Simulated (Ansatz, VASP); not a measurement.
## Two plane-wave programs on Ni

File INCAR:

```
PREC     = Accurate       # precision mode
ENCUT    = 520            # plane-wave cutoff, eV
EDIFF    = 1E-7           # SCF threshold, eV
ISMEAR   = 0              # smearing method
SIGMA    = 0.05           # smearing width, eV
LREAL    = F              # projectors in reciprocal space
LASPH    = T              # aspherical terms in the spheres
NELM     = 150            # most SCF steps
ALGO     = Normal         # electronic algorithm
ISIF     = 2              # what is computed and relaxed
LWAVE    = F              # write WAVECAR
LCHARG   = F              # write CHGCAR
ISPIN    = 2              # spin polarisation
MAGMOM   = 0.72           # initial moments
LORBIT   = 11             # projections on sites
LMAXMIX  = 4              # l up to which the mixer works
GGA      = CA             # functional
NBANDS   = 15             # bands
```

File KPOINTS:

```
regular mesh
0
Gamma
  22 22 22
```

File POSCAR:

```
Ni
1.0
    0.0000000000      1.7008304578      1.7008304578
    1.7008304578      0.0000000000      1.7008304578
    1.7008304578      1.7008304578      0.0000000000
Ni
1
Direct
    0.0000000000      0.0000000000      0.0000000000
```

Input for Ansatz:

```yaml
crystal:
  lattice:
    - [0.0, 1.7008304578, 1.7008304578]
    - [1.7008304578, 0.0, 1.7008304578]
    - [1.7008304578, 1.7008304578, 0.0]
  atoms:
    - { symbol: Ni, position: [0.0, 0.0, 0.0], spin: 0.72 }
basis:
  ecutwfc: 420
  ecutrho_ratio: 4
kpoints:
  mp_grid: { grid: [22, 22, 22] }
hamiltonian:
  xc: lda
scf:
  occupations: { method: gaussian, width: 0.05 }
output:
  forces: true
  stress: true
  eigenvalues: true
  populations: true
magnetization:
  spin_polarized: true
```

Alike in both runs: task single point; functional LDA; k mesh 22 × 22 × 22; occupations gaussian, width 0.05 eV; collinear spin.

```csv
,VASP,Ansatz
version,VASP 6.6.1,Ansatz 0.2.0
potentials or method,"VASP PAW LDA potentials, release 64 (Ni)","scalar-relativistic, plane waves, PAW"
plane-wave cutoff (eV),520,420
valence electrons in the cell,10,18
```

|  | VASP | Ansatz | Ansatz less VASP |
| --- | --- | --- | --- |
| gap on the k mesh at the Fermi level (eV) | none | none | - |
| pressure (GPa) | 4.7 | 5.3 | +0.58 |
| net moment per atom (μB) | 0.55 | 0.62 | +0.070 |
| size of the moment on the site where the two differ most (μB) | 0.55 | 0.65 | +0.097 |

Site moments also hang on the region over which each program counts them. A gap of «none» marks a metal or a gap that the smearing closes. The two sets of potentials don't hold the same shells in valence.
